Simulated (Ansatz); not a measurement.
# Ga: response to strain

Aim: deform Ga (equal xy, yz and zx engineering shear strains of +2 %) and compute stress, forces and field gradients with LAPW, PAW and all-electron datasets made for the crystal.

Computed with Ansatz 0.2.0 (DFT PBE, scalar-relativistic, unless a step's input says otherwise).

## Step 1: Starting point

It takes space group I4/mmm (No. 139, tetragonal). The conventional cell has a = 2.808 Å, b = 2.808 Å, c = 4.458 Å, α = 90.00°, β = 90.00°, γ = 90.00°. Ga (site symmetry 4/mmm) is surrounded by 12 Ga at 2.81 to 2.99 Å.

Structure file:

```xyz
1
Lattice="-1.4040 1.4040 2.2290 1.4040 -1.4040 2.2290 1.4040 1.4040 -2.2290" Properties=species:S:1:pos:R:3 pbc="T T T"
Ga    0.0000    0.0000    0.0000
```

## Step 2: The deformed structure

Space group I4/mmm before, C2/m after.

## Step 3: All-electron LAPW

input.yaml reads:

```yaml
crystal:
  lattice:
    - [-1.36767, 1.41225, 2.229]
    - [1.41225, -1.36767, 2.229]
    - [1.39575, 1.39575, -2.20092]
  atoms:
    - { symbol: Ga, position: [0.0, 0.0, 0.0] }
kpoints:
  mp_grid: { grid: [14, 14, 16] }
scf:
  occupations: { method: fermi_dirac, width: 0.05 }
hamiltonian:
  xc: pbe
  pseudopotentials: { kind: all_electron, lapw: { basis_error: 0.00025 } }
output:
  forces: true
  stress: true
  eigenvalues: true
```

## Step 4: Frozen-core PAW

Edit input.yaml of step 3 so:

```diff
@@ -13,3 +13,3 @@
   xc: pbe
-  pseudopotentials: { kind: all_electron, lapw: { basis_error: 0.00025 } }
+  pseudopotentials: { kind: paw }
 output:
@@ -18 +18,2 @@
   eigenvalues: true
+  efg: { contact_densities: true }
```

## Step 5: Datasets made for this crystal

Edit input.yaml of step 4 so:

```diff
@@ -13,3 +13,3 @@
   xc: pbe
-  pseudopotentials: { kind: paw }
+  pseudopotentials: { kind: all_electron, datasets: crystal }
 output:
```

(Steps that only read results are left out.)

**Question.** What will these runs give? Wanted: pressure; largest shear or deviatoric stress.

As calculated:

| quantity | value |
| --- | --- |
| pressure | LAPW 4.29, PAW 4.27, crystal datasets 4.30 GPa |
| largest shear or deviatoric stress (LAPW) | 0.49 GPa |

The largest part of the stress beyond the pressure is 0.49 GPa in size, in the zz component. No run of the undeformed cell stands beside it, so the pressure holds what the given cell had before the change. PAW: stress within 0.03 GPa of LAPW. Crystal datasets: stress within 0.01 GPa of LAPW.
